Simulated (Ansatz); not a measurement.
Runs of Ansatz 0.2.0 on Sn. It takes space group I4_1/amd (No. 141, tetragonal). The conventional cell has a = 5.880 Å, b = 5.880 Å, c = 3.199 Å, α = 90.00°, β = 90.00°, γ = 90.00°. Sn (site symmetry -4m2) is surrounded by 6 Sn at 3.05 to 3.20 Å. 

```csv
task,level,potentials or basis,spin,cell,k mesh,cutoff (eV),smearing,gap on the mesh (eV),pressure (GPa),relaxed volume (Å³/atom)
relaxation of cell and atoms,LDA,"all-electron LAPW, scalar-relativistic",off,relaxed,9 × 9 × 9,-,fermi-dirac 0.05 eV,-,0.0,(a)
single point,PBE,"all-electron LAPW, scalar-relativistic",off,as given,9 × 9 × 9,208,gaussian 0.027 eV,none,1.4,-
single point,PBE,"all-electron LAPW, scalar-relativistic",off,as given,9 × 9 × 9,208,gaussian 0.028 eV,none,1.4,-
relaxation of cell and atoms,PBEsol+D4,"all-electron LAPW, scalar-relativistic",off,relaxed,9 × 9 × 9,-,fermi-dirac 0.05 eV,-,0.0,26.21
band structure,PBE,"all-electron LAPW, relativistic spinors","SOC, no magnetisation",as given,7 × 7 × 7,208,fermi-dirac 0.05 eV,-,1.2,-
```

Alike in all rows: basis error allowed 0.001 eV/atom.

Question: Estimate the missing entries.

Answer: (a) 26.18.

Caveats: the k mesh is thin for a metal, which can move the energy by tens of meV per atom (some runs).

A k mesh can miss the band edges, and rows without SOC leave out spin-orbit coupling on Sn.

A gap of «none» marks a metal or a gap under the smearing width.
